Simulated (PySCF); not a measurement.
# A series of derivatives of methane

Parent skeleton `[CH4:1]`; one hydrogen on atom 1 is replaced by X. Hydrogens on one atom are averaged.

- shielding tensors at PBE0/pcSseg-1 (GIAO)
- coordinates at the GFN2-xTB level
- program: PySCF
- no solvent, relativity neglected, one computed conformer, equivalent nuclei averaged

Scale: TMS for 13C (186.93 ppm), 1H (31.72 ppm) (reference shieldings calculated alike).

Parent (X = H): C1 -5.5, H(C1) 0.24 ppm. Effects are Δδ = δ(X) − δ(H), positive for deshielding.

Known members:
| X | C1 | H(C1) |
| --- | --- | --- |
| N=CH2 | +58.8 | +3.45 |
| CH2Cl | +27.1 | +1.19 |

Four more derivatives gave (Δδ, ppm):
```csv
compound,C1,H(C1)
1,+22.9,+0.82
2,+29.4,+2.27
3,+47.3,+2.26
4,+27.3,+0.85
```

Q: Their substituents are 4-pyridyl, NHCH3, allyl, cPr. Which is which?

A: 1: X = allyl (C=CCC); 2: X = 4-pyridyl (Cc1ccncc1); 3: X = NHCH3 (CNC); 4: X = cPr (CC1CC1).
